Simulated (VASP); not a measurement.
## VASP 6.6.1 run: NaI

INCAR

```
NBANDS = 14
ISMEAR = -1
ENCUT = 520
LREAL = .FALSE.
NSW = 0
METAGGA = SCAN
PREC = Low
ISIF = 2
LWAVE = .FALSE.
NELM = 89
IBRION = -1
EDIFF = 1E-7
LASPH = .TRUE.
LCHARG = .FALSE.
SIGMA = 0.02
```

KPOINTS

```
KPOINTS created by Atomic Simulation Environment
0
Gamma
6 6 6
0 0 0
```

POSCAR

```
Na I
 1.0000000000000000
     4.2684229626999999    0.0000000000000000    0.0000000000000000
     0.0000000000000000    4.2684229626999999    0.0000000000000000
     0.0000000000000000    0.0000000000000000    4.0491393820999999
 Na  I
   1   1
Cartesian
  0.0000000000000000  0.0000000000000000  0.0000000000000000
  2.1342114813499995  2.1342114813499995  2.0245696910499995
```

The recommended PBE PAW datasets give the neutral cell 14 valence electrons.

Command

```
mpirun -np 1 vasp_std
```

OSZICAR

```
N       E                     dE             d eps       ncg     rms          rms(c)
DAV:   1     0.422960385637E+02    0.42296E+02   -0.67293E+03  1120   0.906E+02
DAV:   2    -0.382338967775E+02   -0.80530E+02   -0.73941E+02  1226   0.215E+02
DAV:   3    -0.448959947107E+02   -0.66621E+01   -0.66121E+01  1438   0.606E+01
DAV:   4    -0.450504200831E+02   -0.15443E+00   -0.15437E+00  1340   0.970E+00
DAV:   5    -0.450548744299E+02   -0.44543E-02   -0.44543E-02  1530   0.171E+00    0.142E+00
DAV:   6    -0.434172879857E+02    0.16376E+01   -0.33142E-01  1186   0.599E+00    0.143E+00
DAV:   7    -0.433900704291E+02    0.27218E-01   -0.23025E-01  1228   0.325E+00    0.668E-01
DAV:   8    -0.433892007263E+02    0.86970E-03   -0.15159E-02  1348   0.773E-01    0.473E-01
DAV:   9    -0.433912189682E+02   -0.20182E-02   -0.88827E-03  1150   0.105E+00    0.266E-01
DAV:  10    -0.433910031223E+02    0.21585E-03   -0.12422E-03  1168   0.344E-01    0.158E-01
...
DAV:  81    -0.433909542737E+02   -0.26622E-04   -0.27491E-04  1120   0.182E-01    0.158E-03
DAV:  82    -0.433909276501E+02    0.26624E-04   -0.27843E-04  1120   0.184E-01    0.158E-03
DAV:  83    -0.433909542633E+02   -0.26613E-04   -0.27475E-04  1120   0.182E-01    0.158E-03
DAV:  84    -0.433909276488E+02    0.26615E-04   -0.27829E-04  1120   0.184E-01    0.158E-03
DAV:  85    -0.433909542538E+02   -0.26605E-04   -0.27461E-04  1120   0.182E-01    0.158E-03
DAV:  86    -0.433909276471E+02    0.26607E-04   -0.27812E-04  1120   0.184E-01    0.158E-03
DAV:  87    -0.433909542340E+02   -0.26587E-04   -0.27435E-04  1120   0.182E-01    0.158E-03
DAV:  88    -0.433909276452E+02    0.26589E-04   -0.27786E-04  1120   0.184E-01    0.158E-03
DAV:  89    -0.433909542235E+02   -0.26578E-04   -0.27418E-04  1120   0.182E-01
   1 F= -.43390954E+02 E0= -.43390954E+02  d E =-.194839E-11
```

Standard output (part)

```
POSCAR found type information on POSCAR NaI
 POSCAR found :  2 types and       2 ions
 LDA part: xc-table for (None), standard interpolation
 POSCAR, INCAR and KPOINTS ok, starting setup
 WAVECAR not read
 entering main loop
 the old and the new charge density differ
    0.142E+00
|     The electronic self-consistency was not achieved in the given           |
|     number of steps (NELM). The forces and other quantities evaluated       |
|     might not be reliable so examine the results carefully. If you find     |
|     spurious results, we suggest increasing NELM, if you were close to      |
|     convergence or switching to a different ALGO or adjusting the           |
|     density mixing parameters otherwise.                                    |
```

It didn't converge.

The run took about 4 min on one core of a shared host (Intel Xeon Platinum 8488C) and held 0.15 GiB at most.
